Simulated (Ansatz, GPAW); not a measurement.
This is a calculation of CdS (Greenockite) for GPAW 26.7.0 (ASE script). 

Contents of run.py:

```python
from ase import Atoms
from ase.dft.bandgap import bandgap
from ase.io import write
from ase.units import GPa
from gpaw import GPAW, PW

atoms = Atoms(['Cd', 'Cd', 'S', 'S'],
              cell=[[4.15, 0.0, 0.0],
                    [-2.075, 3.5940054257, 0.0],
                    [0.0, 0.0, 6.737]],
              scaled_positions=[[0.6666666667, 0.3333333333, 0.5],
                                [0.3333333333, 0.6666666667, 0.0],
                                [0.6666666667, 0.3333333333, 0.875],
                                [0.3333333333, 0.6666666667, 0.375]],
              pbc=True)

calc = GPAW(mode=PW(600),
            xc='PBE',
            kpts={'size': (7, 7, 4), 'gamma': True},
            occupations={'name': 'methfessel-paxton', 'order': 0, 'width': 0.015},
            nbands=31,
            convergence={'density': 1e-05, 'energy': 1e-05},
            maxiter=150,
            txt='gpaw.txt')
atoms.calc = calc
energy = atoms.get_potential_energy()
forces = atoms.get_forces()
stress = atoms.get_stress()
calc.write('gs.gpw')
write('result.traj', atoms)
print(f'Energy: {energy:.6f} eV')
print('Forces (eV/A):')
print(forces.round(4))
print('Stress (GPa):', (stress / GPa).round(3))
print('Fermi level:', round(calc.get_fermi_level(), 4), 'eV')
print(f'Gap: {bandgap(calc)[0]:.4f} eV, direct: {bandgap(calc, direct=True)[0]:.4f} eV')
```

Potentials or basis: GPAW PAW data sets (gpaw-data 1.2.1), pw.

Command:

```sh
$ OMP_NUM_THREADS=1 python run.py
```

Translate it to Ansatz 0.2.0. Potentials or basis there: Ansatz PAW, cutoff 420 eV.

As run (cutoffs and basis follow the program's own potentials, and thresholds, step limits or extra output files can differ):

File input.yaml:

```yaml
crystal:
  lattice:
    - [4.15, 0.0, 0.0]
    - [-2.075, 3.5940054257, 0.0]
    - [0.0, 0.0, 6.737]
  atoms:
    - { symbol: Cd, position: [0.6666666667, 0.3333333333, 0.5] }
    - { symbol: Cd, position: [0.3333333333, 0.6666666667, 0.0] }
    - { symbol: S, position: [0.6666666667, 0.3333333333, 0.875] }
    - { symbol: S, position: [0.3333333333, 0.6666666667, 0.375] }
hamiltonian:
  xc: pbe
  pseudopotentials: { kind: paw }
kpoints:
  mp_grid: { grid: [7, 7, 4] }
scf:
  occupations: { method: gaussian, width: 0.015 }
output:
  forces: true
  stress: true
  eigenvalues: true
```

Potentials or basis: Ansatz PAW.

Command:

```bash
$ ansatz run input.yaml --threads 2 --pin off --max-ram 5632MiB --backend cpu --events-out ev --progress --plain --runs-dir out
```

Both were run:

|  | GPAW | Ansatz |
| --- | --- | --- |
| Pressure | 1.8 GPa | 2.1 GPa |
| Largest force | 0.067 eV/Å | 0.068 eV/Å |

Ansatz's pressure holds a Pulay term of +0.04 GPa for its cutoff of 420 eV, which the other run lacks.

The potentials hold 36 and 52 valence electrons a cell.

Where Ansatz's input types no cutoff or centring, it takes its own default and a Γ-centred mesh.

Pressure is positive in compression.
